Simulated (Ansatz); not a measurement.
# SnO2: the cost of one run

All numbers below are computed with Ansatz 0.2.0 (DFT PBE, scalar-relativistic, plane waves, PAW).

5 further runs of the same task are left out: 1 that didn't finish, 4 set aside as unsound or not needed.

## 1. The starting structure

The cell holds 24 atoms (EuO16Sn7): a = 6.827 Å, b = 6.827 Å, c = 8.077 Å, α = 115.00°, β = 115.00°, γ = 90.00°.

The coordinates of this cell stand in the input of its own run.

The host was relaxed before at PBE: a = 4.827 Å, b = 4.827 Å, c = 3.238 Å, α = 90.00°, β = 90.00°, γ = 90.00° (conventional cell), 12.576 Å³/atom.

Places, in fractions of the supercell: Eu in place of Sn at (0.125, 0.625, 0.250). The start keeps the symmetry of the ideal site.

## 2. Band edges of the host over the zone

input.yaml reads:

```yaml
crystal:
  lattice:
    - [4.8271899921, 0.0, 0.0]
    - [0.0, 4.8271899921, 0.0]
    - [0.0, 0.0, 3.2381523551]
  atoms:
    - { symbol: Sn, position: [0.5, 0.5, 0.5] }
    - { symbol: Sn, position: [0.0, 0.0, 0.0] }
    - { symbol: O, position: [0.1934234794, 0.8065765206, 0.5] }
    - { symbol: O, position: [0.8065765206, 0.1934234794, 0.5] }
    - { symbol: O, position: [0.3065765206, 0.3065765206, 0.0] }
    - { symbol: O, position: [0.6934234794, 0.6934234794, 0.0] }
basis:
  ecutwfc: 420
  xc_grid: 2
kpoints:
  mp_grid: { grid: [6, 6, 8] }
  band_path: { path: [VBM, CBM], npoints: 2 }
hamiltonian:
  xc: pbe
scf:
  occupations: { method: gaussian, width: 0.02 }
output:
  forces: true
  stress: true
  eigenvalues: true
```

Run with:

```console
> ansatz run input.yaml --threads 8 --pin off --max-ram 16384MiB --backend cpu --events-out ev --progress --plain --runs-dir out
```

What time and memory should one allow on 8 threads of Intel Xeon at 2.50GHz (Skylake/Cascade Lake), shared host?

About 5.6 s, with a peak of 0.52 GiB.
